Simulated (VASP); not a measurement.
Here is a VASP 6.6.1 calculation.

The input INCAR:

```
PREC     = Accurate       # precision mode
ENCUT    = 520            # plane-wave cutoff, eV
EDIFF    = 1E-7           # SCF threshold, eV
ISMEAR   = 0              # smearing method
SIGMA    = 0.03           # smearing width, eV
LREAL    = F              # projectors in reciprocal space
LASPH    = T              # aspherical terms in the spheres
NELM     = 80             # most SCF steps
ALGO     = Fast           # electronic algorithm
ISIF     = 2              # what is computed and relaxed
LWAVE    = F              # write WAVECAR
LCHARG   = F              # write CHGCAR
GGA      = PE             # functional
```

Contents of KPOINTS:

```
regular mesh
0
Gamma
  8 8 8
```

The input POSCAR:

```
BeTe
1.0
    0.0000000000      2.7700000000      2.7700000000
    2.7700000000      0.0000000000      2.7700000000
    2.7700000000      2.7700000000      0.0000000000
Te Be
1 1
Direct
    0.7500000000      0.7500000000      0.7500000000
    0.0000000000      0.0000000000      0.0000000000
```

Potentials or basis: VASP PAW PBE potentials, release 64 (Te, Be).

The run is started by

```console
$ cat potpaw_PBE.64/Te/POTCAR potpaw_PBE.64/Be/POTCAR > POTCAR
$ mpirun -np 1 vasp_std > vasp.out
```

(1) What does it give for the pressure?

(2) What does it give for the band gap on the k mesh?

Answers

(1) 4.5 GPa.

(2) 1.85 eV, indirect (least direct gap 3.56 eV).

Caveat: spin-orbit coupling is left out, which moves the levels of the heavy elements.
